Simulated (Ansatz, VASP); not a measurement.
## Ga2O3 in VASP and in Ansatz

The input INCAR:

```
  PREC = Accurate
  ENCUT = 520
  EDIFF = 1E-6
  ISMEAR = 0
  SIGMA = 0.1
  LREAL = False
  LASPH = True
  NELM = 100
  ALGO = Normal
  ISIF = 2
  LWAVE = False
  LCHARG = False
  GGA = PE
  NBANDS = 55
```

The input KPOINTS:

```
regular mesh
0
Gamma
  6 6 4
```

File POSCAR:

```
Ga2O3
1.0
    6.1402367086     -1.5237836756      0.0000000000
    6.1402367086      1.5237836756      0.0000000000
   -1.3841308865      0.0000000000      5.6503488592
Ga O
4 6
Direct
    0.3411617000      0.3411617000      0.6852696600
    0.6588383000      0.6588383000      0.3147303400
    0.9095256000      0.9095256000      0.2052140000
    0.0904744000      0.0904744000      0.7947860000
    0.5035308700      0.5035308700      0.7433359100
    0.4964691300      0.4964691300      0.2566640900
    0.8266289400      0.8266289400      0.4367698400
    0.1733710600      0.1733710600      0.5632301600
    0.1645049800      0.1645049800      0.1091540800
    0.8354950200      0.8354950200      0.8908459200
```

Input for Ansatz:

```yaml
crystal:
  lattice:
    - [6.1402367086, -1.5237836756, 0.0]
    - [6.1402367086, 1.5237836756, 0.0]
    - [-1.3841308865, 0.0, 5.6503488592]
  atoms:
    - { symbol: Ga, position: [0.3411617, 0.3411617, 0.68526966] }
    - { symbol: Ga, position: [0.6588383, 0.6588383, 0.31473034] }
    - { symbol: Ga, position: [0.9095256, 0.9095256, 0.205214] }
    - { symbol: Ga, position: [0.0904744, 0.0904744, 0.794786] }
    - { symbol: O, position: [0.50353087, 0.50353087, 0.74333591] }
    - { symbol: O, position: [0.49646913, 0.49646913, 0.25666409] }
    - { symbol: O, position: [0.82662894, 0.82662894, 0.43676984] }
    - { symbol: O, position: [0.17337106, 0.17337106, 0.56323016] }
    - { symbol: O, position: [0.16450498, 0.16450498, 0.10915408] }
    - { symbol: O, position: [0.83549502, 0.83549502, 0.89084592] }
basis:
  ecutwfc: 420
kpoints:
  mp_grid: { grid: [6, 6, 4] }
hamiltonian:
  xc: pbe
scf:
  occupations: { method: gaussian, width: 0.1 }
output:
  forces: true
  stress: true
  eigenvalues: true
```

The cell is a database's computed one.

Alike in both runs: task single point; functional PBE; k mesh 6 × 6 × 4; occupations gaussian, width 0.1 eV; no spin polarisation.

```csv
,VASP,Ansatz
version,VASP 6.6.1,Ansatz 0.2.0
potentials or method,"VASP PAW PBE potentials, release 64 (Ga_d, O)","scalar-relativistic, plane waves, PAW"
plane-wave cutoff (eV),520,420
valence electrons in the cell,88,88
```

```csv
,VASP,Ansatz,Ansatz less VASP
gap on the k mesh at the Fermi level (eV),2.30,2.31,+0.016
least direct gap on the mesh (eV),2.31,2.33,+0.014
pressure (GPa),7.3,6.7,-0.59
largest component of the traceless stress (GPa),0.36,0.25,-0.104
rms of the force components (eV/Å),0.050,0.043,-0.0063
```

Atom by atom the forces differ by 0.009 eV/Å (rms over components).

A k mesh can miss the band edges.
